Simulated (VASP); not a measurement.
# Mo (Fmmm) in VASP: notebook, part 2 of 2

VASP 6.6.1. Earlier steps stand in the parts before.

## 3. Relaxation of cell and atoms, PBE

This run uses another cell than the first one, of 18.46 Å³/atom, 1.169 times its volume.

Input file INCAR:

```
PREC = Accurate
ENCUT = 600
EDIFF = 1E-6
ISMEAR = 0
SIGMA = 0.1
LREAL = F
LASPH = T
NELM = 100
ALGO = Fast
ISIF = 3
LWAVE = F
LCHARG = F
GGA = PE
IBRION = 2
NSW = 90
EDIFFG = -0.04
```

Input file KPOINTS:

```
Automatic mesh
0
Gamma
  6 6 4
```

Input file POSCAR:

```
Mo
1.0
    2.8816574611     -1.7185157222      0.0000000000
    2.8816574611      1.7185157222      0.0000000000
   -1.6081953959      0.0000000000      7.4570903052
Mo
4
Direct
    0.9680000000      0.6020000000      0.0997000000
    0.3980000000      0.0320000000      0.4003000000
    0.0320000000      0.3980000000      0.9003000000
    0.6020000000      0.9680000000      0.5997000000
```

Potentials or basis: VASP PAW PBE potentials, release 64 (Mo_sv).

The run is started by

```bash
$ cat potpaw_PBE.64/Mo_sv/POTCAR > POTCAR
$ mpirun -np 1 vasp_std > vasp.out
```

OUTCAR:

```text
PREC = Accurate
   ENCUT = 600
   EDIFF = 1E-6
   ISMEAR = 0
   LREAL = F
   LASPH = T
   NELM = 100
   ISIF = 3
   GGA = PE
   IBRION = 2
   NSW = 90
   EDIFFG = -0.04

 ion  position               nearest neighbor table
   1  0.968  0.602  0.100-   3 1.56   2 2.96   2 2.96   2 3.00   3 3.33   3 3.41
   2  0.398  0.032  0.400-   4 1.56   1 2.96   1 2.96   1 3.00   4 3.33   4 3.41
   3  0.032  0.398  0.900-   1 1.56   4 2.96   4 2.96   4 3.00   1 3.33   1 3.41
   4  0.602  0.968  0.600-   2 1.56   3 2.96   3 2.96   3 3.00   2 3.33   2 3.41

 -----------------------------------------------------------------------------
|                                                                             |
|           W    W    AA    RRRRR   N    N  II  N    N   GGGG   !!!           |
|           W    W   A  A   R    R  NN   N  II  NN   N  G    G  !!!           |
|           W    W  A    A  R    R  N N  N  II  N N  N  G       !!!           |
|           W WW W  AAAAAA  RRRRR   N  N N  II  N  N N  G  GGG   !            |
|           WW  WW  A    A  R   R   N   NN  II  N   NN  G    G                |
|           W    W  A    A  R    R  N    N  II  N    N   GGGG   !!!           |
|                                                                             |
|     The distance between some ions is very small. Please check the          |
|     nearest-neighbor list in the OUTCAR file.                               |
|     I HOPE YOU KNOW WHAT YOU ARE DOING!                                     |
|                                                                             |
 -----------------------------------------------------------------------------

  LATTYP: Found a base centered monoclinic cell.
 ALAT       =     5.7633149222
 B/A-ratio  =     0.5963636363
 C/A-ratio  =     1.3236360153
 COS(beta)  =    -0.2108132423

  Lattice vectors:

 A1 = (   2.8816574611,  -1.7185157222,   0.0000000000)
 A2 = (   2.8816574611,   1.7185157222,   0.0000000000)
 A3 = (  -1.6081953959,   0.0000000000,   7.4570903052)

Analysis of symmetry for initial positions (statically):
=====================================================================
 Subroutine PRICEL returns:
 Original cell was already a primitive cell.

 Routine SETGRP: Setting up the symmetry group for a
 base centered monoclinic supercell.

 Subroutine GETGRP returns: Found  4 space group operations
 (whereof  2 operations were pure point group operations)
 out of a pool of  4 trial point group operations.

The static configuration has the point symmetry S_2 .
 The point group associated with its full space group is C_2h.

Analysis of symmetry for dynamics (positions and initial velocities):
=====================================================================
 Subroutine PRICEL returns:
 Original cell was already a primitive cell.

 Routine SETGRP: Setting up the symmetry group for a
 base centered monoclinic supercell.

 Subroutine GETGRP returns: Found  4 space group operations
 (whereof  2 operations were pure point group operations)
 out of a pool of  4 trial point group operations.

The dynamic configuration has the point symmetry S_2 .
 The point group associated with its full space group is C_2h.

 Subroutine INISYM returns: Found  4 space group operations
 (whereof  2 operations are pure point group operations),
 and found     1 'primitive' translations

[... 114 lines left out ...]
   EFERMI_NEDOS =   21; number of points for ismear=-14 and -15
   IALGO  =     68    algorithm
   IMIX   =      4    mixing-type and parameters
     AMIX     =   0.40;   BMIX     =  1.00
     AMIX_MAG =   1.60;   BMIX_MAG =  1.00
  volume/ion in A,a.u.               =      18.46       124.60
  Fermi-wavevector in a.u.,A,eV,Ry     =   1.492814  2.821010 30.320504  2.228494
  Thomas-Fermi vector in A             =   2.605294
   LORBIT       =      0    0 simple, 1 ext, 2 COOP (PROOUT), +10 PAW based schemes
   GGA     = PE    functional components
   LHFCALC =     F    Hartree Fock is set to
   AEXX    =    0.0000 exact exchange contribution
   IVDW    =     0    specifies the selected vdW correction
   LEPSILON=     F    determine dielectric tensor
   LRPA    =     F    only Hartree local field effects (RPA)
 conjugate gradient relaxation of ions
 non-spin polarized calculation
 RMM-DIIS sequential band-by-band and
 Gauss-broadening in eV      SIGMA  =   0.10
  energy-cutoff  :      600.00
  volume of cell :       73.86
 maximum number of plane-waves:      2481
   NGX = 13   NGY = 13   NGZ = 31

--------------------------------------- Ionic step        1  -------------------------------------------

 number of electron      56.0000001 magnetization

 Free energy of the ion-electron system (eV)
  ---------------------------------------------------
  ext. energy  EPLUGINS =         0.00000000
  ---------------------------------------------------
  free energy    TOTEN  =       -16.82126141 eV

  energy without entropy =      -16.80344420  energy(sigma->0) =      -16.81235280

------------------------ aborting loop because EDIFF is reached ----------------------------------------

  FORCE on cell =-STRESS in cart. coord.  units (eV):
  Direction    XX          YY          ZZ          XY          YZ          ZX
  --------------------------------------------------------------------------------------
  -------------------------------------------------------------------------------------
  Total        2.3367020     18.6465083    191.3226797      0.0000000      0.0000000     10.3490366
  in kB       50.6895748    404.4947029   4150.3218237      0.0000000      0.0000000    224.4994301
  external PRESSURE =    1535.1687004 kB  Pullay stress =       0.0000000 kB
[... 897 lines left out ...]
     32     106.3848      0.00000
     33     111.0083      0.00000

 [... further k-points ...]

------------------------ aborting loop EDIFF was not reached (unconverged)  ----------------------------

  FORCE on cell =-STRESS in cart. coord.  units (eV):
  Direction    XX          YY          ZZ          XY          YZ          ZX
  --------------------------------------------------------------------------------------
  -------------------------------------------------------------------------------------
  Total     4146.8824543   3595.0144514  -4779.2579501      0.0000000      0.0000000   1409.9767280
  in kB    21695.3800718  18808.1542573 -25003.7995608      0.0000000      0.0000000   7376.6211954
  external PRESSURE =    5166.5782561 kB  Pullay stress =       0.0000000 kB
[... 25 lines left out ...]
--------------------------------------- Ionic step        3  -------------------------------------------

 number of electron      56.0000010 magnetization

------------------------ aborting loop EDIFF was not reached (unconverged)  ----------------------------

  FORCE on cell =-STRESS in cart. coord.  units (eV):
  Direction    XX          YY          ZZ          XY          YZ          ZX
  --------------------------------------------------------------------------------------
  -------------------------------------------------------------------------------------
  Total      110.2449645    106.6412369    163.4000139      0.0000000      0.0000000      2.4396677
  in kB     1941.3016549   1877.8436794   2877.3079927      0.0000000      0.0000000     42.9600651
  external PRESSURE =    2232.1511090 kB  Pullay stress =       0.0000000 kB
[... 893 lines left out ...]
     32       8.2915      0.00000
     33       8.4358      0.00000

 [... further k-points ...]

[... ionic steps 4 to 18 ...]

--------------------------------------- Ionic step       19  -------------------------------------------

 number of electron      55.9999994 magnetization

------------------------ aborting loop because EDIFF is reached ----------------------------------------
[... 71 lines left out ...]
--------------------------------------- Ionic step       21  -------------------------------------------

 number of electron      55.9999994 magnetization

 Free energy of the ion-electron system (eV)
  ---------------------------------------------------
  ext. energy  EPLUGINS =         0.00000000
  ---------------------------------------------------
  free energy    TOTEN  =       -42.75733927 eV

  energy without entropy =      -42.73374191  energy(sigma->0) =      -42.74554059

 E-fermi :  12.0622     XC(G=0): -13.1894

 val. band max:       12.0475862677   @ k =   0.1667  -0.0000  -0.0000
 cond. band min:      12.0711498381   @ k =   0.5000   0.0000  -0.0000
 fundamental gap:      0.0235635704
 Fermi energy:        12.0622231220
[... 895 lines left out ...]
  FREE ENERGIE OF THE ION-ELECTRON SYSTEM (eV)
  ---------------------------------------------------
  free  energy   TOTEN  =       -42.7573392655 eV

  energy  without entropy=      -42.7337419131  energy(sigma->0) =      -42.74554059

 reached required accuracy - stopping structural energy minimisation
```

CONTCAR:

```text
Mo
   1.00000000000000
     2.7078186662396502   -1.3185126731813195    0.2266233708429705
     2.7078186662396502    1.3185126731813195    0.2266233708429705
    -0.7483750965753109    0.0000000000000000    8.9693926988497594
  Mo
     4
Direct
     0.9954711397369551    0.7305737456969720    0.3787389172340223
     0.2694262543030280    0.0045288602630446    0.1212610827659776
     0.0045288602630446    0.2694262543030280    0.6212610827659776
     0.7305737456969721    0.9954711397369551    0.8787389172340224

  0.00000000E+00  0.00000000E+00  0.00000000E+00
  0.00000000E+00  0.00000000E+00  0.00000000E+00
  0.00000000E+00  0.00000000E+00  0.00000000E+00
  0.00000000E+00  0.00000000E+00  0.00000000E+00
```

Wall time 76 min (1 thread of AMD EPYC 9R45 (Zen 5), shared host); peak memory 0.25 GiB.

Results:

- Free energy: -42.7573 eV
- Relaxed volume: 16.12 Å³/atom
- Relaxed cell: a = 3.020 Å, b = 3.020 Å, c = 9.001 Å, α = 89.99°, β = 89.99°, γ = 51.77°
- Space group after relaxing (to 0.05 Å): C2/c (No. 15)
- Energy gained by relaxing: 6484.0 meV/atom
- Ionic steps: 21
- Pressure after relaxing: -0.1 GPa
- Largest force after relaxing: 0.027 eV/Å
- Band gap on the k mesh: none (metal or under the smearing width)

Forces in eV/Å, atoms in the order of the input:
```
Mo  -0.018 -0.021  0.003
Mo   0.018 -0.021 -0.003
Mo   0.018  0.021 -0.003
Mo  -0.018  0.021  0.003
```

The path:
| step | energy change (eV) | largest force (eV/Å) | pressure (GPa) | volume (Å³) |
| --- | --- | --- | --- | --- |
| 1 | 0.0000 | 63.8105 | 153.52 | 73.86 |
| 2 | 6346.1455 | 835.1440 | 516.66 | 306.24 |
| 3 | 1161.9749 | 5.6190 | 223.22 | 90.99 |
| 4 | -19.3237 | 0.6135 | -28.19 | 95.07 |
| 5 | -20.6543 | 0.8500 | -30.80 | 94.63 |
| 6 | -20.9820 | 0.7454 | -31.34 | 92.81 |
| 7 | -21.1241 | 0.6757 | -31.40 | 91.90 |
| 8 | -21.1964 | 0.6422 | -31.40 | 91.44 |
| 9 | -20.3320 | 10.6002 | 83.04 | 56.14 |
| 10 | -23.9639 | 3.0844 | -3.57 | 71.53 |
| 11 | -25.3405 | 0.9456 | 5.66 | 64.01 |
| 12 | -25.3874 | 0.7275 | 10.74 | 62.41 |
| 13 | -25.6688 | 0.3247 | -12.97 | 68.24 |
| 14 | -25.7156 | 0.1995 | -7.45 | 66.56 |
| 15 | -25.8722 | 0.2284 | -0.19 | 64.55 |
| 16 | -25.8997 | 0.2051 | -2.63 | 65.10 |
| 17 | -25.9165 | 0.0919 | 3.60 | 63.47 |
| 18 | -25.9203 | 0.1294 | 1.61 | 63.95 |
| 19 | -25.9332 | 0.0634 | 0.37 | 64.31 |
| 20 | -25.9337 | 0.0500 | 0.12 | 64.39 |
| 21 | -25.9361 | 0.0275 | -0.14 | 64.49 |

Final structure:
```
CELL_PARAMETERS angstrom
2.70782 -1.31851 0.22662
2.70782 1.31851 0.22662
-0.74838 0.00000 8.96939
ATOMIC_POSITIONS crystal
Mo 0.99547 0.73057 0.37874
Mo 0.26943 0.00453 0.12126
Mo 0.00453 0.26943 0.62126
Mo 0.73057 0.99547 0.87874
```

## 4. Single point, PBE

This run uses another cell than the first one, of 18.46 Å³/atom, 1.169 times its volume.

Input file INCAR:

```
PREC = Accurate
ENCUT = 520
EDIFF = 1E-6
ISMEAR = 0
SIGMA = 0.1
LREAL = F
LASPH = T
NELM = 100
ALGO = Fast
ISIF = 2
LWAVE = F
LCHARG = F
GGA = PE
NBANDS = 36
```

KPOINTS is that of step 3.

POSCAR is that of step 3.

The run is started by

```bash
$ cat potpaw_PBE.64/Mo_sv/POTCAR > POTCAR
$ mpirun -np 1 vasp_std > vasp.out
```

It took 96 s on 1 thread of AMD EPYC 9R45 (Zen 5), shared host; peak memory 0.22 GiB.

The run converged. Its results:

| Quantity | Value |
| --- | --- |
| Free energy | -16.8131 eV |
| Pressure | 153.6 GPa |
| Largest force | 63.824 eV/Å |
| Band gap on the k mesh | none (metal or under the smearing width) |

Forces on the atoms (eV/Å):
```
Mo    3.371  19.254  60.757
Mo   -3.371  19.254 -60.757
Mo   -3.371 -19.254 -60.757
Mo    3.371 -19.254  60.757
```

Stress tensor (GPa, compression positive):
```
  5.14   0.00  22.46
  0.00  40.53   0.00
 22.46   0.00 415.23
```

Levels at points of the mesh, in eV from the Fermi level:
| k point | band 26 | band 27 | band 28 | band 29 | band 30 | band 31 |
| --- | --- | --- | --- | --- | --- | --- |
| (0.00, 0.00, 0.00) | -3.32 | -3.26 | -3.05 | 0.66 | 0.87 | 1.40 |
| (0.50, 0.00, 0.00) | -1.45 | -0.95 | -0.76 | 0.07 | 0.39 | 1.82 |
| (0.50, 0.50, 0.00) | -1.15 | -0.97 | -0.72 | 0.15 | 0.58 | 1.50 |
| (0.00, 0.00, 0.50) | -3.29 | -3.12 | -3.12 | 0.76 | 0.76 | 1.51 |
| (0.50, 0.00, 0.50) | -1.13 | -1.05 | -0.78 | -0.20 | 0.43 | 1.08 |
| (0.50, 0.50, 0.50) | -1.80 | -0.44 | -0.44 | 0.09 | 0.09 | 2.33 |

Caveat: a pressure of tens of GPa on the cell as given is suspect, and the run, the potentials or the cell itself is likely at fault; forces of over 1 eV/Å show positions far from the minimum, so gaps and moduli don't describe the material at rest.

## 5. Summary

| task | cell | cutoff (eV) | mesh quality | gap on the mesh (eV) | pressure (GPa) | largest force (eV/Å) |
| --- | --- | --- | --- | --- | --- | --- |
| single point | Fmmm, 15.79 Å³/atom | 520 | coarse | none | 0.4 | - |
| relaxation of cell and atoms | relaxed | 600 | not flagged | none | -0.1 | 0.03 |
| single point | C2/c, 18.46 Å³/atom | 520 | not flagged | none | 153.6 | 63.82 |

Alike in all rows: level PBE; potentials or basis VASP PAW PBE potentials, release 64 (Mo_sv); no spin polarisation; k mesh 6 × 6 × 4; smearing gaussian 0.1 eV.

Caveats: some runs use coarse meshes; a pressure of tens of GPa on the cell as given is suspect, and the run, the potentials or the cell itself is likely at fault (some runs); forces of over 1 eV/Å show positions far from the minimum, so gaps and moduli don't describe the material at rest (some runs).

Absolute energies hang on the potentials; compare differences alone.
